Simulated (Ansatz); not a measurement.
# The 3-layer 2H-MoS2 (2H stacking) under a gate, part 2 of 3

Aim: charge, voltage and capacitance of the 3-layer 2H-MoS2 (2H stacking) in a field-effect set-up.

Ansatz 0.2.0; plane-wave DFT, PBE-D3(BJ), Ansatz PAW (set soft_1); PAW set soft_1 (the session's first sound run).

So far. Step 2 (Relaxing the slab): The lattice constant a goes from 3.180 to 3.151 Å.

## (3) Gated layer, added electrons 0

The slab is cut off from its images along the normal. A charged sheet stands for each gate, the layer takes the opposite charge, and a barrier ahead of the sheet keeps electrons from leaking to it. The uncharged case sets the zero; a dense mesh is needed because few carriers fill a small part of the zone.

The cell differs from the one that the last finished run ended in (c 62.588 → 61.046 Å).

input.yaml reads:

```yaml
crystal:
  lattice:
    - [3.1510324836, 0.0, 0.0]
    - [-1.5755162418, 2.7288741789, 0.0]
    - [0.0, 0.0, 61.0457126561]
  atoms:
    - { symbol: S, position: [0.3333333333, 0.6666666667, 0.3751287192] }
    - { symbol: Mo, position: [0.0, 0.0, 0.4008105557] }
    - { symbol: S, position: [0.3333333333, 0.6666666667, 0.4264644501] }
    - { symbol: S, position: [0.0, 0.0, 0.4743582032] }
    - { symbol: Mo, position: [0.3333333333, 0.6666666667, 0.5] }
    - { symbol: S, position: [0.0, 0.0, 0.5256417968] }
    - { symbol: S, position: [0.3333333333, 0.6666666667, 0.5735355499] }
    - { symbol: Mo, position: [0.0, 0.0, 0.5991894443] }
    - { symbol: S, position: [0.3333333333, 0.6666666667, 0.6248712808] }
  periodic: [true, true, false]
  symmetry: { detect: true }
kpoints:
  mp_grid: { grid: [54, 54, 1] }
  band_path:
    path: [[0, 0, 0], [0.5, 0, 0], [0.33333333, 0.33333333, 0], [0, 0, 0]]
    npoints: 16
hamiltonian:
  xc: pbe
  dispersion: d3bj
  pseudopotentials: { kind: paw, azcp: { folder: soft_1 } }
scf:
  occupations: { method: fermi_dirac, width: 0.02585 }
  convergence: { dr2_threshold: 1.0e-10 }
output:
  forces: true
  eigenvalues: true
  dos: { projected: true, e_range: [-3, 3], de: 0.01 }
  write_potential: true
  write_density: true
  volumetric_format: npy
  elf: true
external_charges:
  - { charge: 0, barrier: 10, axis: 3, height: 41.646, sigma: 0.25 }
```

Launch:

```console
> ansatz run input.yaml --threads 4 --pin off --max-ram 16384MiB --backend cpu --events-out ev --progress --plain --runs-dir out
```

Numbers of over 12 decimals in the logs are rounded to 6 here.

The log of the run:

```text
[...]
Crystal: 9 atoms, lattice volume = 524.918 Å³
Basis set: ecut = 420 eV, 10141 PW (Γ), exchange–correlation on 48×48×864 points (8 copies of the dense FFT grid, shifted against one another)
Bands: 48, of which v1, the nominal top of the filled ones, is band 39 counted from 1 (38 counted from 0)
Symmetry: 6 space group operations
k-points: 271 of 2916 (time reversal used)
[...]
SCF iter   1: F=—  HF=-20296.203693 eV  |F-HF|=—  |Δ(HF+E_count)|=         —  Δρ=4.85e-2  dr2=1.88e1  ethr=3.10e-3  ⟨swp⟩=19.1  Hψ=108388  notcnv=0
[...]
SCF iter  17: F=-20291.948361 eV  HF=-20291.948361 eV  |F-HF|=1.09e-10  |Δ(HF+E_count)|=  3.02e-10  Δρ=8.75e-8  dr2=5.89e-11  ethr=1.00e-12  ⟨swp⟩=28.0  Hψ=132564  notcnv=0
SCF 1 converged in 17 iterations: F = -20291.948361 eV  dr2 = 5.89e-11
[...]
NSCF: frozen V_eff on 49 k-points
[...]
SCF converged after 17 iterations
Free energy (F): -20291.948361 eV
[...]
Internal energy: -20291.948361 eV  (E = F + TS)
E sigma→0 (E₀):  -20291.948361 eV
Fermi energy:    -4.814516 eV
[...]
--- Forces (eV/Å), atoms and charges each counted from 1 ---
  atom   1  S      0.00000000    -0.00000000    -0.00134380
  atom   2  Mo     0.00000000    -0.00000000    -0.00132968
  atom   3  S     -0.00000000    -0.00000000     0.00377656
  atom   4  S      0.00000000     0.00000000    -0.00336744
  atom   5  Mo    -0.00000000     0.00000000    -0.00000464
  atom   6  S      0.00000000     0.00000000     0.00336069
  atom   7  S      0.00000000    -0.00000000    -0.00367319
  atom   8  Mo     0.00000000    -0.00000000    -0.00008092
  atom   9  S      0.00000000    -0.00000000    -0.00150287
  external charge   1     0.00000000     0.00000000     0.00416509
  max |Σ_I F_I| component, the external charges' with the atoms': 2.16e-7 eV/Å
--- Band table (eV; the first three rows and the last of 271) ---
  k-point 0: bands = [... 35 lower, -6.9440, -6.2555, -5.6209, -5.2910, -3.1038, -3.1038, -3.0837, -3.0837, ... 5 higher]
  k-point 1: bands = [... 35 lower, -6.9160, -6.2551, -5.6248, -5.3001, -3.1104, -3.0955, -3.0908, -3.0763, ... 5 higher]
  k-point 2: bands = [... 35 lower, -6.8526, -6.2544, -5.6369, -5.3277, -3.1288, -3.1113, -3.1009, -3.0712, ... 5 higher]
  k-point 270: bands = [... 35 lower, -7.9975, -5.9981, -5.9234, -5.8560, -4.1352, -4.1250, -4.1240, -3.3289, ... 5 higher]
```

Wall time 7.1 min (4 threads of Arm Neoverse V1, shared host); peak memory 4.1 GiB.

Numbers from this step:

| Property | Result |
| --- | --- |
| gap on the k-mesh | 0.9992 eV |
| gap along the path | 1.008 eV |
| smallest direct gap along the path | 1.721 eV |
| gap, the smaller of path and mesh | 0.9992 eV |
| potential beyond the upper barrier and gate, less the barrier, from the Fermi level | 4.803 eV |

Running mean over a fixed 2.7 Å (it still follows the layers) of the planar mean; beyond a gate it holds the 10 eV model barrier. Electron's electrostatic potential energy less the Fermi level against z:

z (Å), electron's electrostatic potential energy less the Fermi level (eV) and a bar from the least value:
```
      5.0        4.8 ###################
      7.5        4.8 ###################
     10.0        4.8 ###################
     12.5        4.8 ###################
     15.0        4.8 ###################
     17.5        4.8 ###################
     20.0        4.8 ###################
     22.5       -3.6 #########
     25.0      -11.9 
     27.5       -1.9 ###########
     30.0      -12.1 
     32.5       -3.9 #########
     35.0       -6.8 ######
     37.5      -11.3 #
     40.0        3.3 #################
     42.5       13.0 ############################
     45.0       14.8 ##############################
     47.5       14.8 ##############################
     50.0       14.8 ##############################
     52.5       14.8 ##############################
     55.0       14.8 ##############################
```

The density of states has structure finer than the step of the table below, so its rows give means over 0.2 eV, whole bins alone (the curve runs from -3 to 1.62 eV). Peaks (eV: height): -1.90: 18.0, -1.44: 9.92, 1.26: 18.8, 1.41: 13.5, 1.51: 17.1.

Table of density of states by energy, zero at the Fermi level of the run, which the smearing sets inside the gap; means over each step:

energy (eV), density of states (states/eV a cell) and a bar:
```
     -2.8        9.5 #####################
     -2.6        7.2 ################
     -2.4        7.0 ################
     -2.2        5.8 #############
     -2.0        7.1 ################
     -1.8       10.5 ########################
     -1.6        6.9 ###############
     -1.4        4.9 ###########
     -1.2        2.2 #####
     -1.0        0.8 ##
     -0.8        0.5 #
     -0.6        0.3 #
     -0.4        0.0 
     -0.2        0.0 
      0.0        0.0 
      0.2        0.0 
      0.4        0.0 
      0.6        1.5 ###
      0.8        4.6 ##########
      1.0        6.8 ###############
      1.2       13.4 ##############################
      1.4       11.6 ##########################
```

Projected DOS per atom over height of the atomic layer and energy from the Fermi level. Layers: S Mo S S Mo S S Mo S from below.

Ten even steps from '0' (0.00 states/eV) to '9' (2.97 states/eV), each cell a mean:
```
392292293
292292292
181161181
141141141
010020010
000000000
000000000
000000000
000000000
000000000
000000000
000000000
000000000
010010010
030030030
151141151
272272272
121121121
313212313
313313313
323313323
434434434
```
Columns: height of the atomic layer (Å) from 22.9 to 38.1 (not evenly spaced); rows upwards: energy from the Fermi level (eV) from -2.98 to 1.62.

The electronic bands at the labelled points (eV, zero at the Fermi level of the run, which the smearing sets inside the gap):

| point | band 36 | band 37 | band 38 | band 39 | band 40 | band 41 | band 42 | band 43 |
| --- | --- | --- | --- | --- | --- | --- | --- | --- |
| Γ | -2.13 | -1.44 | -0.81 | -0.48 | 1.71 | 1.71 | 1.73 | 1.73 |
| halfway | -2.18 | -1.91 | -1.83 | -1.82 | 0.87 | 1.12 | 1.21 | 1.31 |
| M | -1.93 | -1.82 | -1.76 | -1.72 | 1.24 | 1.26 | 1.28 | 1.65 |
| halfway | -2.84 | -1.49 | -1.40 | -1.34 | 1.09 | 1.14 | 1.18 | 1.93 |
| K | -3.18 | -1.18 | -1.11 | -1.04 | 0.68 | 0.69 | 0.69 | 1.49 |
| halfway | -2.08 | -1.92 | -1.90 | -1.90 | 0.53 | 0.81 | 1.11 | 1.35 |
| Γ | -2.13 | -1.44 | -0.81 | -0.48 | 1.71 | 1.71 | 1.73 | 1.73 |

Electrostatic potential energy in the ca plane at fractional y = 0.667, with atoms of S and Mo within 0.2 Å of it. With pseudopotentials it is smooth inside the atoms' cores, unlike the true potential.

Ten even steps from '0' (-52 eV) to '9' (0 eV), each cell a mean:
```
99999999999999999999988655789999999877888888
99999999999999999999998655789999999877888888
99999999999999999998788777888889999988886668
99999999999999999974237888862258999999851015
99999999999999999841104888721116999999720001
99999999999999999841204888721216999999710001
99999999999999999973126888851148999999840004
99999999999999999998778777887789999988876567
```
Columns run along c (16.0 Å, from fractional 0.26 to 0.52 of the cell; values clipped at the 3rd and 97th percentile), rows up along a (3.2 Å). Atoms in or near the plane, at fractional coordinates: S at (0.38, 0.33), S at (0.43, 0.33), Mo at (0.50, 0.33).

Valence density in the ca plane at fractional y = 0.667, with atoms of S and Mo within 0.2 Å of it. It is the smooth field of the valence electrons, not physical close to the nuclei.

Ten steps, logarithmic in the rise over the least value, from '0' (0.0 e/Å³) to '9' (6.8 e/Å³), each cell a mean:
```
00000000000000000012333455433221112344443333
00000000000000000012233455433221112344433333
00000000000000000124444444444432111334444544
00000000000000001345555433456554211223457875
00000000000000001355455433465565311122479997
00000000000000001455455433465465311122479997
00000000000000001355665433456654211123468886
00000000000000000134444444444442111234445554
```
Columns run along c (16.0 Å, from fractional 0.26 to 0.52 of the cell), rows up along a (3.2 Å). Atoms in or near the plane, at fractional coordinates: S at (0.38, 0.33), S at (0.43, 0.33), Mo at (0.50, 0.33).

ELF in the ca plane at fractional y = 0.667, with atoms of S and Mo within 0.2 Å of it. It is the smooth field of the valence electrons, not physical close to the nuclei.

Values, 5 rows by 16 columns, each cell a mean:
```
0.00 0.00 0.00 0.00 0.00 0.01 0.10 0.26 0.23 0.24 0.26 0.09 0.44 0.75 0.45 0.36
0.00 0.00 0.00 0.00 0.00 0.10 0.46 0.63 0.30 0.29 0.62 0.37 0.29 0.66 0.35 0.31
0.00 0.00 0.00 0.00 0.03 0.44 0.88 0.53 0.50 0.47 0.52 0.80 0.09 0.26 0.49 0.57
0.00 0.00 0.00 0.00 0.04 0.50 0.91 0.31 0.51 0.48 0.31 0.85 0.08 0.18 0.54 0.59
0.00 0.00 0.00 0.00 0.01 0.21 0.70 0.76 0.39 0.36 0.76 0.58 0.20 0.54 0.36 0.37
```
Columns run along c (16.0 Å, from fractional 0.26 to 0.52 of the cell), rows up along a (3.2 Å). Atoms in or near the plane, at fractional coordinates: S at (0.38, 0.33), S at (0.43, 0.33), Mo at (0.50, 0.33).

The gap, the smaller of path and mesh, is 0.999 eV.

## (4) Gated layer, added electrons 1×10¹³ per cm²

input.yaml, as its differences from that of step 3:

```diff
@@ -17,7 +17,5 @@
   symmetry: { detect: true }
+total_charge: -0.008599
 kpoints:
   mp_grid: { grid: [54, 54, 1] }
-  band_path:
-    path: [[0, 0, 0], [0.5, 0, 0], [0.33333333, 0.33333333, 0], [0, 0, 0]]
-    npoints: 16
 hamiltonian:
@@ -32,3 +30,2 @@
   eigenvalues: true
-  dos: { projected: true, e_range: [-3, 3], de: 0.01 }
   write_potential: true
@@ -36,4 +33,4 @@
   volumetric_format: npy
-  elf: true
 external_charges:
   - { charge: 0, barrier: 10, axis: 3, height: 41.646, sigma: 0.25 }
+  - { charge: 0.008599, axis: 3, height: 43.146, sigma: 0.5 }
```

The log of the run:

```text
[...]
Crystal: 9 atoms, lattice volume = 524.918 Å³
Basis set: ecut = 420 eV, 10141 PW (Γ), exchange–correlation on 48×48×864 points (8 copies of the dense FFT grid, shifted against one another)
Bands: 49, of which v1, the nominal top of the filled ones, is band 39 counted from 1 (38 counted from 0)
Symmetry: 6 space group operations
k-points: 271 of 2916 (time reversal used)
[...]
SCF iter   1: F=—  HF=-20296.233182 eV  |F-HF|=—  |Δ(HF+E_count)|=         —  Δρ=4.84e-2  dr2=1.88e1  ethr=3.10e-3  ⟨swp⟩=21.4  Hψ=112782  notcnv=0
[...]
SCF iter  19: F=-20291.982493 eV  HF=-20291.982493 eV  |F-HF|=4.73e-10  |Δ(HF+E_count)|=  1.71e-10  Δρ=5.52e-8  dr2=5.27e-11  ethr=1.00e-12  ⟨swp⟩=26.8  Hψ=131985  notcnv=0
SCF 1 converged in 19 iterations: F = -20291.982493 eV  dr2 = 5.27e-11
[...]
SCF converged after 19 iterations
Free energy (F): -20291.982493 eV
[...]
Internal energy: -20291.981702 eV  (E = F + TS)
E sigma→0 (E₀):  -20291.982098 eV
Entropy (-TS):   -0.000791 eV (-0.088 meV/atom)
Fermi energy:    -3.959489 eV
[...]
--- Forces (eV/Å), atoms and charges each counted from 1 ---
  atom   1  S     -0.00000000    -0.00000000    -0.00263115
  atom   2  Mo     0.00000000    -0.00000000    -0.00158574
  atom   3  S      0.00000000    -0.00000000     0.00605594
  atom   4  S      0.00000000     0.00000000    -0.01090991
  atom   5  Mo    -0.00000000     0.00000000     0.00597491
  atom   6  S      0.00000000     0.00000000     0.00557529
  atom   7  S      0.00000000    -0.00000000    -0.01696494
  atom   8  Mo     0.00000000    -0.00000000     0.01464866
  atom   9  S     -0.00000000    -0.00000000    -0.00403574
  external charge   1     0.00000000     0.00000000     0.00465086
  external charge   2     0.00000000     0.00000000    -0.00077779
  max |Σ_I F_I| component, the external charges' with the atoms': 4.10e-7 eV/Å
--- Band table (eV; the first three rows and the last of 271) ---
  k-point 0: bands = [... 35 lower, -6.5794, -5.8890, -5.2545, -4.9052, -2.7782, -2.7782, -2.7040, -2.7040, ... 6 higher]
  k-point 1: bands = [... 35 lower, -6.5506, -5.8887, -5.2583, -4.9142, -2.7860, -2.7690, -2.7110, -2.6953, ... 6 higher]
  k-point 2: bands = [... 35 lower, -6.4866, -5.8878, -5.2703, -4.9417, -2.8082, -2.7422, -2.7305, -2.6853, ... 6 higher]
  k-point 270: bands = [... 35 lower, -7.6114, -5.6458, -5.5526, -5.4585, -3.8234, -3.7387, -3.7011, -2.9560, ... 6 higher]
```

Run time: 7.7 min. Hardware: 4 threads; peak memory 4.1 GiB.

Numbers from this step:

```
energy at zero smearing                                                             : -20291.9821 eV
potential beyond the upper barrier and gate, less the barrier, from the Fermi level : 3.524 eV
```

Against the uncharged case this takes +1.28 V.

## (5) Gated layer, added electrons 3×10¹³ per cm²

input.yaml, as its differences from that of step 4:

```diff
@@ -17,3 +17,3 @@
   symmetry: { detect: true }
-total_charge: -0.008599
+total_charge: -0.025796
 kpoints:
@@ -35,2 +35,2 @@
   - { charge: 0, barrier: 10, axis: 3, height: 41.646, sigma: 0.25 }
-  - { charge: 0.008599, axis: 3, height: 43.146, sigma: 0.5 }
+  - { charge: 0.025796, axis: 3, height: 43.146, sigma: 0.5 }
```

The log of the run:

```text
[...]
Crystal: 9 atoms, lattice volume = 524.918 Å³
Basis set: ecut = 420 eV, 10141 PW (Γ), exchange–correlation on 48×48×864 points (8 copies of the dense FFT grid, shifted against one another)
Bands: 49, of which v1, the nominal top of the filled ones, is band 39 counted from 1 (38 counted from 0)
Symmetry: 6 space group operations
k-points: 271 of 2916 (time reversal used)
[...]
--- Band table (eV; the first three rows and the last of 271) ---
  k-point 0: bands = [... 35 lower, -5.8635, -5.1693, -4.5303, -4.1501, -2.1242, -2.1242, -1.9521, -1.9521, ... 6 higher]
  k-point 1: bands = [... 35 lower, -5.8327, -5.1686, -4.5340, -4.1591, -2.1325, -2.1147, -1.9598, -1.9478, ... 6 higher]
  k-point 2: bands = [... 35 lower, -5.7666, -5.1670, -4.5460, -4.1861, -2.1562, -2.0867, -1.9823, -1.9474, ... 6 higher]
  k-point 270: bands = [... 35 lower, -6.8454, -4.9757, -4.7953, -4.6860, -3.1665, -2.9749, -2.9207, -2.2372, ... 6 higher]
[key lines of the parts left out:]
SCF converged after 19 iterations
Free energy (F): -20292.031569 eV
Fermi energy:    -3.215838 eV
```

Run time: 7.3 min. Hardware: 4 threads; peak memory 4.1 GiB; 29 min of CPU time.

Against the uncharged case this takes +2.80 V.

## (6) Gated layer, added electrons 6×10¹³ per cm²

input.yaml, as its differences from that of step 5:

```diff
@@ -17,3 +17,3 @@
   symmetry: { detect: true }
-total_charge: -0.025796
+total_charge: -0.051593
 kpoints:
@@ -35,2 +35,2 @@
   - { charge: 0, barrier: 10, axis: 3, height: 41.646, sigma: 0.25 }
-  - { charge: 0.025796, axis: 3, height: 43.146, sigma: 0.5 }
+  - { charge: 0.051593, axis: 3, height: 43.146, sigma: 0.5 }
```

The log of the run:

```text
[...]
Crystal: 9 atoms, lattice volume = 524.918 Å³
Basis set: ecut = 420 eV, 10141 PW (Γ), exchange–correlation on 48×48×864 points (8 copies of the dense FFT grid, shifted against one another)
Bands: 49, of which v1, the nominal top of the filled ones, is band 39 counted from 1 (38 counted from 0)
Symmetry: 6 space group operations
k-points: 271 of 2916 (time reversal used)
[...]
--- Band table (eV; the first three rows and the last of 271) ---
  k-point 0: bands = [... 35 lower, -4.8151, -4.1120, -3.4625, -3.0570, -1.1136, -1.1136, -0.9000, -0.9000, ... 6 higher]
  k-point 1: bands = [... 35 lower, -4.7810, -4.1109, -3.4662, -3.0658, -1.1225, -1.1042, -0.9115, -0.9043, ... 6 higher]
  k-point 2: bands = [... 35 lower, -4.7124, -4.1081, -3.4779, -3.0925, -1.1481, -1.0765, -0.9459, -0.9195, ... 6 higher]
  k-point 270: bands = [... 35 lower, -5.7466, -3.9535, -3.6981, -3.5845, -2.1457, -1.8755, -1.8174, -1.1885, ... 6 higher]
[key lines of the parts left out:]
SCF converged after 19 iterations
Free energy (F): -20292.060938 eV
Fermi energy:    -2.153310 eV
```

The job ended after 7.3 min (4 threads; peak memory 4.1 GiB).

Against the uncharged case this takes +4.97 V.

## (7) Gated layer, added electrons 10×10¹³ per cm²

input.yaml, as its differences from that of step 6:

```diff
@@ -17,3 +17,3 @@
   symmetry: { detect: true }
-total_charge: -0.051593
+total_charge: -0.085988
 kpoints:
@@ -35,2 +35,2 @@
   - { charge: 0, barrier: 10, axis: 3, height: 41.646, sigma: 0.25 }
-  - { charge: 0.051593, axis: 3, height: 43.146, sigma: 0.5 }
+  - { charge: 0.085988, axis: 3, height: 43.146, sigma: 0.5 }
```

The log of the run:

```text
[...]
Crystal: 9 atoms, lattice volume = 524.918 Å³
Basis set: ecut = 420 eV, 10141 PW (Γ), exchange–correlation on 48×48×864 points (8 copies of the dense FFT grid, shifted against one another)
Bands: 49, of which v1, the nominal top of the filled ones, is band 39 counted from 1 (38 counted from 0)
Symmetry: 6 space group operations
k-points: 271 of 2916 (time reversal used)
[...]
--- Band table (eV; the first three rows and the last of 271) ---
  k-point 0: bands = [... 35 lower, -3.4623, -2.7450, -2.0814, -1.6557, 0.2162, 0.2162, 0.4478, 0.4478, ... 6 higher]
  k-point 1: bands = [... 35 lower, -3.4236, -2.7433, -2.0849, -1.6644, 0.2062, 0.2253, 0.4344, 0.4424, ... 6 higher]
  k-point 2: bands = [... 35 lower, -3.3517, -2.7388, -2.0963, -1.6909, 0.1770, 0.2516, 0.3958, 0.4266, ... 6 higher]
  k-point 270: bands = [... 35 lower, -4.3432, -2.6084, -2.2934, -2.1794, -0.8000, -0.4687, -0.4123, 0.1639, ... 6 higher]
[key lines of the parts left out:]
SCF converged after 20 iterations
Free energy (F): -20292.021268 eV
Fermi energy:    -0.791207 eV
```

Wall time 7.4 min (4 threads); peak memory 4.1 GiB.

Against the uncharged case this takes +7.74 V.

## (8) Gated layer, added electrons -1×10¹³ per cm²

input.yaml, as its differences from that of step 7:

```diff
@@ -17,3 +17,3 @@
   symmetry: { detect: true }
-total_charge: -0.085988
+total_charge: 0.008599
 kpoints:
@@ -35,2 +35,2 @@
   - { charge: 0, barrier: 10, axis: 3, height: 41.646, sigma: 0.25 }
-  - { charge: 0.085988, axis: 3, height: 43.146, sigma: 0.5 }
+  - { charge: -0.008599, axis: 3, height: 43.146, sigma: 0.5 }
```

The log of the run:

```text
[...]
Crystal: 9 atoms, lattice volume = 524.918 Å³
Basis set: ecut = 420 eV, 10141 PW (Γ), exchange–correlation on 48×48×864 points (8 copies of the dense FFT grid, shifted against one another)
Bands: 48, of which v1, the nominal top of the filled ones, is band 39 counted from 1 (38 counted from 0)
Symmetry: 6 space group operations
k-points: 271 of 2916 (time reversal used)
[...]
--- Band table (eV; the first three rows and the last of 271) ---
  k-point 0: bands = [... 35 lower, -7.3140, -6.6290, -5.9947, -5.6765, -3.5170, -3.5170, -3.4965, -3.4965, ... 5 higher]
  k-point 1: bands = [... 35 lower, -7.2857, -6.6285, -5.9987, -5.6856, -3.5239, -3.5087, -3.5044, -3.4866, ... 5 higher]
  k-point 2: bands = [... 35 lower, -7.2220, -6.6274, -6.0113, -5.7130, -3.5432, -3.5266, -3.4849, -3.4582, ... 5 higher]
  k-point 270: bands = [... 35 lower, -8.3427, -6.4032, -6.3118, -6.1989, -4.5550, -4.5440, -4.4244, -3.7195, ... 5 higher]
[key lines of the parts left out:]
SCF converged after 21 iterations
Free energy (F): -20291.899754 eV
Fermi energy:    -5.699157 eV
```

Run time: 7.9 min. Hardware: 4 threads; peak memory 4.1 GiB.

Against the uncharged case this takes -1.32 V.

(Part 2 of 3 ends here.)

[Logs are printed without paths, hosts, clocks, repeated set-up lines and the standing remarks that a program may print on its own settings, such as how far it seeks lower states.]

[Hosts, paths, dates, database ids (printed as entryN), source tags and the programs' standing remarks are cut or masked in the printed files.]

[Maps of the electrostatic potential energy from Ansatz leave out the sawtooth potential of an applied field or a dipole correction, so their vacuum need not be flat; planar profiles and work functions include it.]

[The density of states shown here was stored with 400 of the rows of the run's finer table, so its peaks can read low, often by over a quarter, or be missed, and its means over a window can be off by a tenth or more.]
